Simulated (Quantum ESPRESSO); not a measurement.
**Cu under changes of volume**

One of the cells (11.994 Å³/atom); the others are scaled copies at fixed shape and fractional positions:

```xyz
2
Lattice="1.2185 -3.9764 0.0000 1.2185 3.9764 0.0000 0.0000 0.0000 2.4755" Properties=species:S:1:pos:R:3 pbc="T T T"
Cu    1.2185   -2.9118    1.8566
Cu    1.2185    2.9118    0.6189
```

This isn't the form of Cu at room conditions, which is fcc.

* Program: Quantum ESPRESSO 7.5
* Functional: PBEsol
* Potentials or basis: GBRV 1.5 PBEsol
* Cutoff: 762 eV
* Density cutoff: 6095 eV
* k mesh: 11 × 11 × 11
* Occupations: fermi-dirac, width 0.05 eV
* Spin: no spin polarisation

```tsv
volume (Å³/atom)	energy over the lowest point (meV/atom)	pressure (GPa)
11.274	17.89	9.0
11.514	?	?
11.754	0.75	1.6
11.994	0.00	-1.5
12.234	3.65	-4.3
12.474	11.25	-6.7
12.714	22.31	-9.0
```

What does the run at 11.514 Å³/atom give?

Energy over the lowest point 6.50 meV/atom; pressure 5.1 GPa.

Worked out: A Birch-Murnaghan fit of order 3 (a polynomial in V^(-2/3)) to the other rows has its minimum at 11.91 Å³/atom with B0 = V·E''(V) = 153 GPa and B' = 5.0 at fixed shape and positions, which overstates the stiffness. It gives 6.51 meV/atom at 11.514 Å³/atom, against the run's 6.50, and -dE/dV = 5.6 GPa, against 5.1.

Energies are extrapolated to zero smearing.
